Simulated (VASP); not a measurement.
Set up this calculation in VASP 6.6.1, as the native input.

* Task: single point
* Functional: PBE
* Potentials or basis: VASP PAW PBE potentials, release 64 (Ca_sv, H)
* Cutoff: 520 eV
* k mesh: 9 × 9 × 9
* Occupations: fermi-dirac, width 0.05 eV
* Spin: no spin polarisation
* Further INCAR settings: ALGO = Normal; EDIFF = 1e-07; NBANDS = 12

The structure of CaH lies in POSCAR:

```
CaH
1.0
    0.0000000000      2.5728200000      2.5728200000
    2.5728200000      0.0000000000      2.5728200000
    2.5728200000      2.5728200000      0.0000000000
Ca H
1 1
Direct
    0.5000000000      0.5000000000      0.5000000000
    0.0000000000      0.0000000000      0.0000000000
```

The cell was built by a generator and needn't be a form met in nature.

One way to write it, as run:

INCAR

```
PREC = Accurate
ENCUT = 520
EDIFF = 1E-7
ISMEAR = -1
SIGMA = 0.05
LREAL = F
LASPH = T
NELM = 100
ALGO = Normal
ISIF = 2
LWAVE = F
LCHARG = T
GGA = PE
LELF = T
LVHAR = T
NBANDS = 12
```

KPOINTS

```
regular mesh
0
Gamma
  9 9 9
```

Potentials or basis: VASP PAW PBE potentials, release 64 (Ca_sv, H).

Launch:

```sh
$ cat potpaw_PBE.64/Ca_sv/POTCAR potpaw_PBE.64/H/POTCAR > POTCAR
$ mpirun -np 1 vasp_std > vasp.out
```

Results of the run:

| Property | Result |
| --- | --- |
| Pressure | 0.1 GPa |
| Band gap on the k mesh | none (metal or under the smearing width) |

Wall time 22 s on 1 thread of Intel(R) Xeon(R) Platinum 8259CL CPU @ 2.50GHz (Skylake/Cascade Lake) (shared host), peak memory 0.16 GiB.
